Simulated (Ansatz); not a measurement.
This Li structure is the end of a relaxation. The cell was reached from a generator's guess, though it ends in a space group that the Crystallography Open Database lists for this formula.

Theory: Ansatz, DFT PBE, scalar-relativistic, plane waves, PAW. Cutoff 420 eV, Γ-centred mesh, Gaussian smearing, no spin polarisation.

```cif
data_structure
_symmetry_space_group_name_H-M 'P 1'
_symmetry_Int_Tables_number 1
_cell_length_a 2.9746
_cell_length_b 2.9746
_cell_length_c 2.9746
_cell_angle_alpha 109.471
_cell_angle_beta 109.471
_cell_angle_gamma 109.471
_cell_volume 20.26
loop_
_atom_site_label
_atom_site_type_symbol
_atom_site_fract_x
_atom_site_fract_y
_atom_site_fract_z
_atom_site_occupancy
Li1 Li 0.00000 0.00000 0.00000 1
```

Energies count from the standard state of Li at the same level.

**Question.** What space group does it have?

**Answer.** Im-3m (No. 229), the bcc type. Conventional cell: a = 3.435 Å. Around Li lie 8 Li at 2.97 Å and 6 Li at 3.43 Å.

**Question.** How far does it lie from the standard state of Li?

**Answer.** 0.00 eV/atom. It is level with the standard state within the noise.

**Question.** Is it a metal?

**Answer.** Yes, bands cross the Fermi level on the 22×22×22 mesh.

The last run used a 22×22×22 mesh for its 1-atom cell and Gaussian smearing of 0.10 eV. The end has I4/mmm (No. 139) at a tolerance of 0.01 Å; the cell shown is made exact in the group found at 0.05 Å. For metals, differences of a few meV/atom aren't resolved. A later test with randomly moved atoms ended 1 meV/atom lower on a coarse mesh, in C2/m at a loose tolerance, which is no clear verdict on its stability.
